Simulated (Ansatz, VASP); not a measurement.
One calculation of GaSb, two programs

The input INCAR:

```
  ALGO = Normal
  EDIFF = 1E-6
  ENCUT = 520
  GGA = CA
  ISIF = 2
  ISMEAR = 0
  LASPH = T
  LCHARG = F
  LREAL = F
  LWAVE = F
  NBANDS = 16
  NELM = 60
  PREC = Accurate
  SIGMA = 0.1
```

KPOINTS

```
k-points
0
Gamma
  12 12 12
```

POSCAR

```
GaSb
1.0
    0.0000000000      3.0686043200      3.0686043200
    3.0686043200      0.0000000000      3.0686043200
    3.0686043200      3.0686043200      0.0000000000
Ga Sb
1 1
Direct
    0.0000000000      0.0000000000      0.0000000000
    0.2500000000      0.2500000000      0.2500000000
```

Input for Ansatz:

```yaml
crystal:
  lattice:
    - [0.0, 3.06860432, 3.06860432]
    - [3.06860432, 0.0, 3.06860432]
    - [3.06860432, 3.06860432, 0.0]
  atoms:
    - { symbol: Ga, position: [0.0, 0.0, 0.0] }
    - { symbol: Sb, position: [0.25, 0.25, 0.25] }
basis:
  ecutwfc: 420
kpoints:
  mp_grid: { grid: [12, 12, 12] }
hamiltonian:
  xc: lda
  pseudopotentials: { kind: paw, azcp: { folder: soft_1 } }
scf:
  occupations: { method: gaussian, width: 0.1 }
output:
  forces: true
  stress: true
  eigenvalues: true
```

Alike in both runs: task single point; functional LDA; k mesh 12 × 12 × 12; occupations gaussian, width 0.1 eV; no spin polarisation.

|  | VASP | Ansatz |
| --- | --- | --- |
| version | VASP 6.6.1 | Ansatz 0.2.0 |
| potentials or method | VASP PAW LDA potentials, release 64 (Ga_d, Sb) | scalar-relativistic, plane waves, PAW |
| plane-wave cutoff (eV) | 520 | 420 |
| valence electrons in the cell | 18 | 28 |

Ansatz gave:

| Quantity | Value |
| --- | --- |
| gap on the k mesh at the Fermi level (eV) | none |
| pressure (GPa) | -2.2 |

Which values does VASP return?

gap on the k mesh at the Fermi level (eV): none; pressure (GPa): -2.0.

A gap of «none» marks a metal or a gap that the smearing closes. The two sets of potentials don't hold the same shells in valence. Ansatz warned: «pseudo_functional_mismatch».

Spin-orbit coupling is left out, which matters for the levels of Sb.
